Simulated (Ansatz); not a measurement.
`CCC(C)=O` + `CB[SiH2]S` → `CB[SiH2]SC` + `CCC=O`  (substitution at a C–C bond)

Calculated with Ansatz (gas phase, PBE0-D4/def2-TZVP geometries, no zero-point term in ΔE). CBS: MP2 limit from def2 TZ/QZ plus the TZ coupled-cluster correction, frozen cores. DFT in def2-TZVPP. One conformer a species, not always the lowest.

| level | ΔE (kJ/mol) |
| --- | --- |
| ωB97M-V | 47.3 |
| RPA@PBE/def2-TZVPP | 44.1 |
| SCS-MP2/def2-QZVPP | 42.5 |
| MP2/CBS(def2) | 43.6 |

Q: What does CCSD(T)/CBS give? (Best estimate.)

A: Ansatz gave: +45.2 kJ/mol. The listed levels differ from it by 2.1, -1.1, -2.7, -1.6 kJ/mol.

Largest T1 diagnostic among the species: 0.013.

At CCSD(T), def2-SVP lies +10.6 kJ/mol from the extrapolated value and def2-TZVPP +1.5 kJ/mol. From PBE to PBE0 (25 % exact exchange), in def2-TZVPP and without D4, ΔE moves by +3.1 kJ/mol.

CCSD(T)/CBS has its own doubt, a few kJ/mol and more with outer-core shells, so smaller differences from it don't rank the levels.
